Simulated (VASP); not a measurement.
# InP: the relaxed cell at several levels, part 2 of 3

How close do the usual functionals, with and without dispersion, come to the cell of InP? LASPH is on for some levels and off for others; the table marks which. The start is a cell from a database of measured crystal structures.

VASP 6.6.1, plane waves and PAW; the level of theory is named at each step.

So far. Step 2 (Relaxation with LDA): It ends with forces that vanish by symmetry and a pressure of 0.02 GPa. The volume lies -1.5 % from that of the database's start, part of which can be the thermal and zero-point expansion of its experiment. The conventional cell has a = 5.832 Å.

The database entry behind the starting cell differs from later determinations by our own check (0.1 to 0.3 % short, probably kX units), so it need not match the best structure at ambient conditions.

### Step 3. Relaxation with PBE

This step: PBE; plane waves and PAW (In_d, P) (VASP 6.6.1).

PBE, the usual starting point, adds the gradient of the density.

INCAR

```
SYSTEM = InP
PREC = Accurate
ENCUT = 520
EDIFF = 1E-06
NELM = 100
ISMEAR = -1
SIGMA = 0.05
LREAL = .FALSE.
ALGO = Normal
GGA = PE
NBANDS = 15
LORBIT = 11
LWAVE = .FALSE.
LCHARG = .FALSE.
KPAR = 2
IBRION = 2
NSW = 60
ISIF = 3
EDIFFG = -0.01
```

POSCAR

```
InP
1.0
    0.0000000000      2.9305000000      2.9305000000
    2.9305000000      0.0000000000      2.9305000000
    2.9305000000      2.9305000000      0.0000000000
In P
1 1
Direct
    0.0000000000      0.0000000000      0.0000000000
    0.2500000000      0.2500000000      0.2500000000
```

KPOINTS

```
Automatic mesh
0
Gamma
7 7 7
0 0 0
```

PAW data sets: In_d and P (PBE family, release 64).

Started as:

```console
> mpirun -np 2 vasp_std
```

The program printed:

```text
[banner, memory and clock lines left out]
running    2 mpi-ranks, on    1 nodes
 distrk:  each k-point on    1 cores,    2 groups
 distr:  one band on    1 cores,    1 groups

 POSCAR found type information on POSCAR InP
 POSCAR found :  2 types and       2 ions
 LDA part: xc-table for (Slater+PW92), standard interpolation
 POSCAR, INCAR and KPOINTS ok, starting setup
 FFT: planning ... GRIDC
 FFT: planning ... GRID_SOFT
 FFT: planning ... GRID
 WAVECAR not read
 entering main loop
       N       E                     dE             d eps       ncg     rms          rms(c)
DAV:   1     0.114645506776E+03    0.11465E+03   -0.86685E+03   600   0.133E+03
DAV:   2    -0.976978995080E+00   -0.11562E+03   -0.11071E+03   649   0.308E+02
DAV:   3    -0.859555450609E+01   -0.76186E+01   -0.75765E+01   817   0.803E+01
DAV:   4    -0.879386354425E+01   -0.19831E+00   -0.19826E+00   739   0.141E+01
DAV:   5    -0.880159377819E+01   -0.77302E-02   -0.77301E-02   928   0.234E+00    0.568E+00
DAV:   6    -0.840528070284E+01    0.39631E+00   -0.64939E-01   936   0.138E+01    0.345E+00
DAV:   7    -0.837599933830E+01    0.29281E-01   -0.17320E-01   852   0.346E+00    0.126E+00
DAV:   8    -0.837633410449E+01   -0.33477E-03   -0.16012E-02   770   0.162E+00    0.349E-01
DAV:   9    -0.837699700700E+01   -0.66290E-03   -0.15217E-03   789   0.466E-01    0.169E-01
DAV:  10    -0.837712348911E+01   -0.12648E-03   -0.23712E-04   942   0.187E-01    0.119E-01
DAV:  11    -0.837719271415E+01   -0.69225E-04   -0.75638E-05   677   0.733E-02    0.224E-02
DAV:  12    -0.837719561550E+01   -0.29013E-05   -0.13566E-05   789   0.569E-02    0.156E-02
DAV:  13    -0.837719589557E+01   -0.28007E-06   -0.10383E-06   489   0.720E-03
   1 F= -.83771959E+01 E0= -.83771924E+01  d E =-.837720E+01
 curvature:   0.00 expect dE= 0.000E+00 dE for cont linesearch  0.000E+00
 trial: gam= 0.00000 g(F)=  0.602E-48 g(S)=  0.766E-01 ort = 0.000E+00 (trialstep = 0.100E+01)
 search vector abs. value=  0.766E-01
 bond charge predicted
       N       E                     dE             d eps       ncg     rms          rms(c)
DAV:   1    -0.922345841675E+01   -0.84626E+00   -0.21606E+01   747   0.993E+01    0.563E+00
DAV:   2    -0.853394459870E+01    0.68951E+00   -0.13039E+00   754   0.240E+01    0.225E+00
DAV:   3    -0.839859936224E+01    0.13535E+00   -0.41915E-01   775   0.132E+01    0.111E+00
DAV:   4    -0.839927102494E+01   -0.67166E-03   -0.24735E-02   621   0.147E+00    0.841E-01
DAV:   5    -0.839671859181E+01    0.25524E-02   -0.20786E-03   684   0.507E-01    0.423E-01
DAV:   6    -0.839621296098E+01    0.50563E-03   -0.88984E-04   797   0.298E-01    0.440E-02
DAV:   7    -0.839620680631E+01    0.61547E-05   -0.12683E-04   836   0.186E-01    0.171E-02
DAV:   8    -0.839620690907E+01   -0.10276E-06   -0.38858E-05   782   0.127E-01    0.107E-02
DAV:   9    -0.839620545611E+01    0.14530E-05   -0.35234E-06   733   0.365E-02    0.376E-03
DAV:  10    -0.839620578799E+01   -0.33189E-06   -0.18378E-07   384   0.467E-03
   2 F= -.83962058E+01 E0= -.83961072E+01  d E =-.190099E-01
 trial-energy change:   -0.019010  1 .order   -0.021140   -0.076562    0.034283
 step:   0.6650(harm=  0.6907)  dis= 0.00000  next Energy=    -8.402028 (dE=-0.248E-01)
 bond charge predicted
       N       E                     dE             d eps       ncg     rms          rms(c)
DAV:   1    -0.849838958430E+01   -0.10218E+00   -0.22211E+00   754   0.283E+01    0.211E+00
DAV:   2    -0.841556025537E+01    0.82829E-01   -0.16398E-01   754   0.975E+00    0.715E-01
DAV:   3    -0.840215061205E+01    0.13410E-01   -0.36496E-02   789   0.407E+00    0.444E-01
DAV:   4    -0.840213486891E+01    0.15743E-04   -0.19488E-03   614   0.410E-01    0.328E-01
DAV:   5    -0.840193490496E+01    0.19996E-03   -0.21516E-04   743   0.143E-01    0.115E-01
DAV:   6    -0.840193978247E+01   -0.48775E-05   -0.74658E-05   921   0.106E-01    0.211E-02
DAV:   7    -0.840193545374E+01    0.43287E-05   -0.92356E-06   673   0.338E-02    0.316E-03
DAV:   8    -0.840193589295E+01   -0.43922E-06   -0.46112E-07   300   0.153E-02
   3 F= -.84019359E+01 E0= -.84019011E+01  d E =-.247400E-01
 curvature:  -0.34 expect dE=-0.395E-06 dE for cont linesearch -0.395E-06
 trial: gam=-0.00387 g(F)=  0.342E-48 g(S)=  0.115E-05 ort = 0.297E-03 (trialstep = 0.933E+00)
 search vector abs. value=  0.117E-09
 reached required accuracy - stopping structural energy minimisation
```

Run time: 8.2 s. Hardware: 2 MPI ranks of Intel Xeon 6975P-C (Granite Rapids), shared host; peak memory 0.35 GiB; 15 s of CPU time.

Parts of OUTCAR (step 3):

```text
The static configuration has the point symmetry T_d .

 Found     20 irreducible k-points:

   NELECT =      18.0000    total number of electrons

 E-fermi :   4.9206

 k-point     1 :       0.0000    0.0000    0.0000
  band No.  band energies     occupation
    ...
      5      -9.3030      2.00000
      6      -6.5236      2.00000
      7       4.6695      1.98691
      8       4.6695      1.98691
      9       4.6695      1.98691
     10       5.1121      0.04253
     11       8.7563      0.00000
     12       8.7563      0.00000
     13       8.7563      0.00000
     14      13.0250      0.00000
    ...

 k-point     2 :       0.1429    0.0000    0.0000
  band No.  band energies     occupation
    ...
      5      -9.3028      2.00000
      6      -6.3095      2.00000
      7       2.8565      2.00000
      8       4.4534      1.99983
      9       4.4534      1.99983
     10       6.2153      0.00000
     11       8.9477      0.00000
     12       9.0820      0.00000
     13       9.0820      0.00000
     14      13.3402      0.00000
    ...

  Total        0.0039914      0.0039914      0.0039914      0.0000000     -0.0000000     -0.0000000
  in kB        0.1209631      0.1209631      0.1209631      0.0000000     -0.0000000     -0.0000000
  external PRESSURE =       0.1209631 kB  Pullay stress =       0.0000000 kB

  energy-cutoff  :      520.00
  volume of cell :       52.87
      direct lattice vectors                 reciprocal lattice vectors
     0.000000000  2.978853911  2.978853911    -0.167849789  0.167849789  0.167849789
     2.978853911  0.000000000  2.978853911     0.167849789 -0.167849789  0.167849789
     2.978853911  2.978853911 -0.000000000     0.167849789  0.167849789 -0.167849789

 POSITION                                       TOTAL-FORCE (eV/Angst)
 -----------------------------------------------------------------------------------
      0.00000      0.00000      0.00000        -0.000000      0.000000     -0.000000
      1.48943      1.48943      1.48943         0.000000     -0.000000      0.000000
 -----------------------------------------------------------------------------------
    total drift:                               -0.000000     -0.000000     -0.000000

  FREE ENERGIE OF THE ION-ELECTRON SYSTEM (eV)
  ---------------------------------------------------
  free  energy   TOTEN  =        -8.4019358930 eV

  energy  without entropy=       -8.4018663894  energy(sigma->0) =       -8.40190114

 total charge
# of ion       s       p       d       tot
------------------------------------------
    1        0.825   0.718   9.894  11.436
    2        1.033   1.470   0.000   2.503
--------------------------------------------------
tot          1.858   2.187   9.894  13.939

[... 8 parts as in an earlier step ...]

[... 5 further parts left out ...]
```

CONTCAR:

```
InP
   1.00000000000000
     0.0000000000000000    2.9788539113326515    2.9788539113326515
     2.9788539113326515    0.0000000000000000    2.9788539113326515
     2.9788539113326515    2.9788539113326515   -0.0000000000000000
  In              P
     1     1
Direct
     0.0000000000000000    0.0000000000000000    0.0000000000000000
     0.2500000000000000    0.2500000000000000    0.2500000000000000
```

Step by step:

| step | energy less that of the first step (eV) | largest force (eV/Å) | pressure (GPa) | volume (Å³) |
| --- | --- | --- | --- | --- |
| 1 | 0.0000 | 0.0000 | 3.27 | 50.33 |
| 2 | -0.0190 | 0.0000 | -1.36 | 54.17 |
| 3 | -0.0247 | 0.0000 | 0.01 | 52.87 |

| conventional cell, symmetrised | before | after | change |
| --- | --- | --- | --- |
| a (Å) | 5.861 | 5.958 | +1.7 % |
| b (Å) | 5.861 | 5.958 | +1.7 % |
| c (Å) | 5.861 | 5.958 | +1.7 % |
| volume (Å³/atom) | 25.17 | 26.43 | +5.0 % |

Final coordinates:

```
In P
1.0
     0.00000    2.97885    2.97885
     2.97885    0.00000    2.97885
     2.97885    2.97885    0.00000
In P
1 1
Cartesian
  0.0000 0.0000 0.0000
  1.4894 1.4894 1.4894
```

Numbers from this step:

```
free energy (TOTEN)             : -8.402 eV
Fermi energy                    : 4.921 eV
pressure                        : 0.01210 GPa
SCF cycles over all ionic steps : 31
gap on the k-mesh               : 0.4426 eV
least direct gap on the k-mesh  : 0.4426 eV
```

It ends at 26.43 Å³/atom, +5.0 % from the start, with 0.01 GPa left. The conventional cell has a = 5.958 Å.

### Step 4. Relaxation with r2SCAN

This step: r2SCAN; plane waves and PAW (In_d, P) (VASP 6.6.1).

r2SCAN adds the kinetic-energy density, costs more than a GGA and is run with LASPH.

Changes to INCAR since step 3:

```diff
@@ -9,3 +9,4 @@
 ALGO = Normal
-GGA = PE
+METAGGA = R2SCAN
+LASPH = .TRUE.
 NBANDS = 15
```

POSCAR is that of step 3.

KPOINTS is that of step 3.

Started as:

```console
> mpirun -np 2 vasp_std
```

The program printed:

```text
[banner, memory and clock lines left out]
running    2 mpi-ranks, on    1 nodes
[...]
[... a notice as in an earlier step ...]

 LDA part: xc-table for (None), standard interpolation
 POSCAR, INCAR and KPOINTS ok, starting setup
[...]
entering main loop
       N       E                     dE             d eps       ncg     rms          rms(c)
DAV:   1     0.905669203277E+02    0.90567E+02   -0.88346E+03   600   0.136E+03
DAV:   2    -0.278494914879E+02   -0.11842E+03   -0.11343E+03   642   0.314E+02
DAV:   3    -0.356754746259E+02   -0.78260E+01   -0.77810E+01   831   0.827E+01
DAV:   4    -0.358876870531E+02   -0.21221E+00   -0.21216E+00   741   0.145E+01
[...]
DAV:  11    -0.322893237938E+02   -0.30300E-04   -0.39896E-05   842   0.489E-02    0.942E-02
DAV:  12    -0.322893222630E+02    0.15308E-05   -0.31257E-05   747   0.822E-02    0.582E-02
DAV:  13    -0.322893214617E+02    0.80129E-06   -0.28363E-06   803   0.163E-02
   1 F= -.32289321E+02 E0= -.32289321E+02  d E =-.322893E+02
[...]
DAV:   9    -0.322923027091E+02    0.62976E-05   -0.19719E-05   709   0.367E-02    0.460E-02
DAV:  10    -0.322923036932E+02   -0.98414E-06   -0.17311E-06   617   0.124E-02
   2 F= -.32292304E+02 E0= -.32292303E+02  d E =-.298223E-02
 trial-energy change:   -0.002982  1 .order   -0.003364   -0.018233    0.011504
 step:   0.5946(harm=  0.6131)  dis= 0.00000  next Energy=   -32.294661 (dE=-0.534E-02)
[...]
N       E                     dE             d eps       ncg     rms          rms(c)
DAV:   1    -0.323272205015E+02   -0.34918E-01   -0.78285E-01   747   0.177E+01    0.138E+00
DAV:   2    -0.322989456568E+02    0.28275E-01   -0.55558E-02   754   0.580E+00    0.427E-01
DAV:   3    -0.322946712480E+02    0.42744E-02   -0.11116E-02   775   0.248E+00    0.373E-01
DAV:   4    -0.322947391317E+02   -0.67884E-04   -0.70979E-04   607   0.251E-01    0.381E-01
[...]
DAV:   8    -0.322945708484E+02   -0.33863E-05   -0.19900E-05   705   0.405E-02    0.441E-02
DAV:   9    -0.322945750633E+02   -0.42149E-05   -0.73741E-06   914   0.499E-02    0.622E-03
DAV:  10    -0.322945753730E+02   -0.30973E-06   -0.74978E-07   349   0.135E-02
   3 F= -.32294575E+02 E0= -.32294575E+02  d E =-.525391E-02
[...]
reached required accuracy - stopping structural energy minimisation
```

Elapsed: 33 s, on 2 MPI ranks; peak memory 0.36 GiB; 64 s of CPU time.

Parts of OUTCAR (step 4):

```text
  Total        0.0066683      0.0066683      0.0066683      0.0000000      0.0000000      0.0000000
  in kB        0.2077429      0.2077429      0.2077429      0.0000000      0.0000000      0.0000000
  external PRESSURE =       0.2077429 kB  Pullay stress =       0.0000000 kB

 POSITION                                       TOTAL-FORCE (eV/Angst)
 -----------------------------------------------------------------------------------
      0.00000      0.00000      0.00000         0.000000      0.000000      0.000000
      1.47580      1.47580      1.47580        -0.000000     -0.000000     -0.000000
 -----------------------------------------------------------------------------------
    total drift:                               -0.000002     -0.000002     -0.000002

  FREE ENERGIE OF THE ION-ELECTRON SYSTEM (eV)
  ---------------------------------------------------
  free  energy   TOTEN  =       -32.2945753730 eV

  energy  without entropy=      -32.2945750173  energy(sigma->0) =      -32.29457520

[... 2 parts as in an earlier step ...]

[... 2 further parts left out ...]
[key lines of the parts left out:]
E-fermi :   5.3292
```

The PAW data sets were made with PBE, which is usual practice but a small mismatch for other functionals.

Step by step:

| step | energy less that of the first step (eV) | largest force (eV/Å) | pressure (GPa) | volume (Å³) |
| --- | --- | --- | --- | --- |
| 1 | 0.0000 | 0.0000 | 1.60 | 50.33 |
| 2 | -0.0030 | 0.0000 | -0.97 | 52.18 |
| 3 | -0.0053 | 0.0000 | 0.02 | 51.43 |

| conventional cell, symmetrised | before | after | change |
| --- | --- | --- | --- |
| a (Å) | 5.861 | 5.903 | +0.7 % |
| b (Å) | 5.861 | 5.903 | +0.7 % |
| c (Å) | 5.861 | 5.903 | +0.7 % |
| volume (Å³/atom) | 25.17 | 25.71 | +2.2 % |

The relaxed structure:

```xyz
2
Lattice="0.0000 2.9516 2.9516 2.9516 0.0000 2.9516 2.9516 2.9516 0.0000" Properties=species:S:1:pos:R:3 pbc="T T T"
In    0.0000    0.0000    0.0000
P     1.4758    1.4758    1.4758
```

It ends at 25.71 Å³/atom, +2.2 % from the start, with 0.02 GPa left. The conventional cell has a = 5.903 Å.

### Step 5. Relaxation with PBE + D3(BJ)

This step: PBE with D3(BJ); plane waves and PAW (In_d, P) (VASP 6.6.1).

A dispersion term adds the long-range attraction that semilocal functionals lack. D3 with Becke-Johnson damping keeps a finite attraction at short range.

Changes to INCAR since step 4:

```diff
@@ -9,4 +9,4 @@
 ALGO = Normal
-METAGGA = R2SCAN
-LASPH = .TRUE.
+GGA = PE
+IVDW = 12
 NBANDS = 15
```

POSCAR is that of step 4.

KPOINTS is that of step 4.

Started as:

```console
> mpirun -np 2 vasp_std
```

The program printed:

```text
[... set-up lines as in an earlier step ...]
 entering main loop
       N       E                     dE             d eps       ncg     rms          rms(c)
[... 13 cycles as in an earlier step ...]
   1 F= -.90045202E+01 E0= -.90045168E+01  d E =-.900452E+01
[...]
N       E                     dE             d eps       ncg     rms          rms(c)
DAV:   1    -0.848702965415E+01   -0.10983E+00   -0.22133E+00   747   0.306E+01    0.199E+00
DAV:   2    -0.840984748701E+01    0.77182E-01   -0.14677E-01   754   0.875E+00    0.726E-01
DAV:   3    -0.839596512021E+01    0.13882E-01   -0.39467E-02   782   0.428E+00    0.427E-01
DAV:   4    -0.839601251610E+01   -0.47396E-04   -0.22796E-03   614   0.450E-01    0.335E-01
DAV:   5    -0.839570240900E+01    0.31011E-03   -0.22511E-04   677   0.150E-01    0.148E-01
DAV:   6    -0.839564648422E+01    0.55925E-04   -0.98819E-05   851   0.112E-01    0.177E-02
DAV:   7    -0.839564846379E+01   -0.19796E-05   -0.12989E-05   799   0.506E-02    0.595E-03
DAV:   8    -0.839564878119E+01   -0.31740E-06   -0.12944E-06   377   0.237E-02
   2 F= -.90064445E+01 E0= -.90064335E+01  d E =-.192430E-02
 trial-energy change:   -0.001924  1 .order   -0.001951   -0.008069    0.004168
 step:   0.6565(harm=  0.6594)  dis= 0.00000  next Energy=    -9.007161 (dE=-0.264E-02)
[...]
N       E                     dE             d eps       ncg     rms          rms(c)
DAV:   1    -0.840164500550E+01   -0.59965E-02   -0.25359E-01   747   0.996E+00    0.711E-01
DAV:   2    -0.839230624739E+01    0.93388E-02   -0.18071E-02   754   0.323E+00    0.245E-01
DAV:   3    -0.839074685502E+01    0.15594E-02   -0.42536E-03   782   0.142E+00    0.152E-01
DAV:   4    -0.839075152885E+01   -0.46738E-05   -0.24106E-04   614   0.146E-01    0.115E-01
DAV:   5    -0.839073442026E+01    0.17109E-04   -0.25303E-05   727   0.482E-02    0.441E-02
DAV:   6    -0.839073859008E+01   -0.41698E-05   -0.93326E-06   914   0.368E-02    0.740E-03
DAV:   7    -0.839073732488E+01    0.12652E-05   -0.91332E-07   412   0.133E-02    0.124E-03
DAV:   8    -0.839073742356E+01   -0.98685E-07   -0.35707E-07   300   0.120E-02
   3 F= -.90071531E+01 E0= -.90071457E+01  d E =-.263286E-02
[...]
reached required accuracy - stopping structural energy minimisation
```

Wall time 7.4 s (2 MPI ranks); peak memory 0.36 GiB; 14 s of CPU time.

From OUTCAR (step 5):

```text
 Edisp (eV)   -0.61080

 Edisp (eV)   -0.61642

  Total       0.00310     0.00310     0.00310     0.00000    -0.00000     0.00000
  in kB       0.09711     0.09711     0.09711     0.00000    -0.00000     0.00000
  external pressure =        0.10 kB  Pullay stress =        0.00 kB

 POSITION                                       TOTAL-FORCE (eV/Angst)
 -----------------------------------------------------------------------------------
     -0.00000      0.00000      0.00000        -0.000000      0.000000      0.000000
      1.47300      1.47300      1.47300         0.000000     -0.000000     -0.000000
 -----------------------------------------------------------------------------------
    total drift:                               -0.000000     -0.000000     -0.000000

  FREE ENERGIE OF THE ION-ELECTRON SYSTEM (eV)
  ---------------------------------------------------
  free  energy   TOTEN  =        -9.0071531115 eV

  energy  without entropy=       -9.0071382091  energy(sigma->0) =       -9.00714566

[... 2 parts as in an earlier step ...]

[... 2 further parts left out ...]
[key lines of the parts left out:]
E-fermi :   5.3614
```

Relaxation path:

| step | energy less that of the first step (eV) | largest force (eV/Å) | pressure (GPa) | volume (Å³) |
| --- | --- | --- | --- | --- |
| 1 | 0.0000 | 0.0000 | 1.06 | 50.33 |
| 2 | -0.0019 | 0.0000 | -0.54 | 51.56 |
| 3 | -0.0026 | 0.0000 | 0.01 | 51.14 |

| conventional cell, symmetrised | before | after | change |
| --- | --- | --- | --- |
| a (Å) | 5.861 | 5.892 | +0.5 % |
| b (Å) | 5.861 | 5.892 | +0.5 % |
| c (Å) | 5.861 | 5.892 | +0.5 % |
| volume (Å³/atom) | 25.17 | 25.57 | +1.6 % |

Final coordinates:

```xyz
2
Lattice="0.0000 2.9460 2.9460 2.9460 0.0000 2.9460 2.9460 2.9460 0.0000" Properties=species:S:1:pos:R:3 pbc="T T T"
In    0.0000    0.0000    0.0000
P     1.4730    1.4730    1.4730
```

It ends at 25.57 Å³/atom, +1.6 % from the start, with 0.01 GPa left. The conventional cell has a = 5.892 Å. Against plain PBE, the dispersion term moves a by -1.1 %.

(Part 2 of 3 ends here.)

[Lines on the potential files, build, host, timing and source positions are cut from VASP's logs without a mark.]

[Logs are printed without paths, hosts, clocks, repeated set-up lines and the standing remarks that a program may print on its own settings, such as how far it seeks lower states.]

[Hosts, paths, dates, database ids (printed as entryN), source tags and the programs' standing remarks are cut or masked in the printed files.]

[A measured line is paired with the nearest computed mode of its activity, which favours agreement.]

[In band tables of VASP the shares of atoms and orbitals are scaled to a sum of 1 inside the atoms' spheres.]
